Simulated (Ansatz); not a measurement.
**Ga: stress in a strained cell**

Aim: deform Ga (equal xy, yz and zx engineering shear strains of -2 %) and compute stress, forces and field gradients with LAPW, PAW and all-electron datasets made for the crystal.

Method: DFT LDA, scalar-relativistic, in Ansatz 0.2.0.

**1. The system as given**

Symmetry: Cmcm, No. 63, orthorhombic system. Conventional cell: a = 2.900 Å, b = 8.130 Å, c = 3.170 Å, α = 90.00°, β = 90.00°, γ = 90.00°. Around Ga (site symmetry m2m) lie 8 Ga at 2.68 to 2.90 Å.

Coordinates:

```
CELL_PARAMETERS angstrom
1.45000 -4.06500 0.00000
1.45000 4.06500 0.00000
0.00000 0.00000 3.17000
ATOMIC_POSITIONS crystal
Ga 0.86700 0.13300 0.25000
Ga 0.13300 0.86700 0.75000
```

Atoms are numbered in the order of the input: Ga1, Ga2.

**2. The deformed structure**

Space group Cmcm before, P-1 after.

**3. Full-potential LAPW**

File input.yaml:

```yaml
crystal:
  lattice:
    - [1.49065, -4.0795, 0.02615]
    - [1.40935, 4.0505, -0.05515]
    - [-0.0317, -0.0317, 3.17]
  atoms:
    - { symbol: Ga, position: [0.867, 0.133, 0.25] }
    - { symbol: Ga, position: [0.133, 0.867, 0.75] }
kpoints:
  mp_grid: { grid: [12, 12, 10] }
  band_path:
    path:
      - [0.0, 0.0, 0.0]
      - [0.0, 0.0, 0.5]
      - [-0.5, 0.0, 0.0]
      - [0.0, 0.0, 0.0]
      - [0.5, -0.5, 0.0]
      - [0.0, -0.5, 0.5]
      - [0.0, 0.0, 0.0]
      - [0.0, -0.5, 0.0]
      - [0.5, -0.5, 0.5]
    npoints: 5
scf:
  occupations: { method: fermi_dirac, width: 0.08 }
hamiltonian:
  xc: lda
  pseudopotentials: { kind: all_electron, lapw: { basis_error: 0.001 } }
output:
  forces: true
  stress: true
  eigenvalues: true
```

Launch:

```bash
ansatz run input.yaml --threads 1 --pin off --max-ram 3072MiB --backend cpu --events-out ev --progress --plain --runs-dir out
```

**4. PAW with frozen cores**

File input.yaml:

```yaml
crystal:
  lattice:
    - [1.49065, -4.0795, 0.02615]
    - [1.40935, 4.0505, -0.05515]
    - [-0.0317, -0.0317, 3.17]
  atoms:
    - { symbol: Ga, position: [0.867, 0.133, 0.25] }
    - { symbol: Ga, position: [0.133, 0.867, 0.75] }
kpoints:
  mp_grid: { grid: [12, 12, 10] }
scf:
  occupations: { method: fermi_dirac, width: 0.08 }
hamiltonian:
  xc: lda
  pseudopotentials: { kind: paw }
output:
  forces: true
  stress: true
  eigenvalues: true
  efg: { contact_densities: true }
```

**5. Datasets made for this crystal**

Edit input.yaml of step 4 so:

```diff
@@ -14,3 +14,3 @@
   xc: lda
-  pseudopotentials: { kind: paw }
+  pseudopotentials: { kind: all_electron, datasets: crystal }
 output:
```

(Steps that only read results are left out.)

Q: Predict the outcome of this session. Wanted: pressure; largest shear or deviatoric stress.

The runs gave:

| quantity | value |
| --- | --- |
| pressure | LAPW -3.75, PAW -3.80, crystal datasets -3.76 GPa |
| largest shear or deviatoric stress (LAPW) | 2.00 GPa |

What this shows: The largest part of the stress beyond the pressure is 2.00 GPa in size, in the xx component; the atoms are carried along and not relaxed. No run of the undeformed cell stands beside it, so the pressure holds what the given cell had before the change. PAW: stress within 0.05 GPa of LAPW, forces within 1 meV/Å. Crystal datasets: stress within 0.01 GPa of LAPW, forces within 1 meV/Å.
